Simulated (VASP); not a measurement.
Set up this calculation in VASP 6.6.1, as the native input.

| Quantity | Value |
| --- | --- |
| Task | relaxation of cell and atoms |
| Functional | PBEsol |
| Potentials or basis | VASP PAW PBE potentials, release 64 (Ge_d) |
| Cutoff | 520 eV |
| k mesh | 10 × 10 × 10 |
| Occupations | gaussian, width 0.02 eV |
| Spin | no spin polarisation |
| Further INCAR settings | ALGO = Fast; EDIFF = 1e-07; IBRION = 2; EDIFFG = -0.002; NSW = 80; ISIF = 3 |

The structure of Ge lies in POSCAR:

```
Ge
1.0
    0.0000000000      2.8289100000      2.8289100000
    2.8289100000      0.0000000000      2.8289100000
    2.8289100000      2.8289100000      0.0000000000
Ge
2
Direct
    0.0000000000      0.0000000000      0.0000000000
    0.2500000000      0.2500000000      0.2500000000
```

The input as run:

INCAR

```
SYSTEM = Ge
PREC = Accurate ; ENCUT = 520
EDIFF = 1E-7 ; ISMEAR = 0
SIGMA = 0.02 ; LREAL = .False.
LASPH = .True. ; NELM = 80
ALGO = Fast ; ISIF = 3
LWAVE = .False. ; LCHARG = .False.
GGA = PS ; IBRION = 2
NSW = 80 ; EDIFFG = -0.002
KPAR = 4
```

KPOINTS

```
Automatic mesh
0
Gamma
  10 10 10
  0 0 0
```

Potentials or basis: VASP PAW PBE potentials, release 64 (Ge_d).

The run is started by

```console
$ cat potpaw_PBE.64/Ge_d/POTCAR > POTCAR
$ mpirun -np 4 vasp_std > vasp.out
```

It gave:

| Item | Value |
| --- | --- |
| Relaxed volume | 22.81 Å³/atom |
| Relaxed cell | a = 4.011 Å, b = 4.011 Å, c = 4.011 Å, α = 60.00°, β = 60.00°, γ = 60.00° |
| Space group after relaxing (to 0.05 Å) | Fd-3m (No. 227) |
| Energy gained by relaxing | 0.3 meV/atom |
| Ionic steps | 9 |
| Pressure after relaxing | 0.0 GPa |
| Band gap on the k mesh | none (metal or under the smearing width) |

Caveat: the PAW data sets were made with another functional, which shifts forces and pressure a little; this crystal is a semiconductor, whose small gap the functional closes, so the metal is an error of the method.

It took 36 s on 4 MPI ranks on Intel(R) Xeon(R) 6975P-C (Granite Rapids) (shared host), peak memory 0.17 GiB a rank.
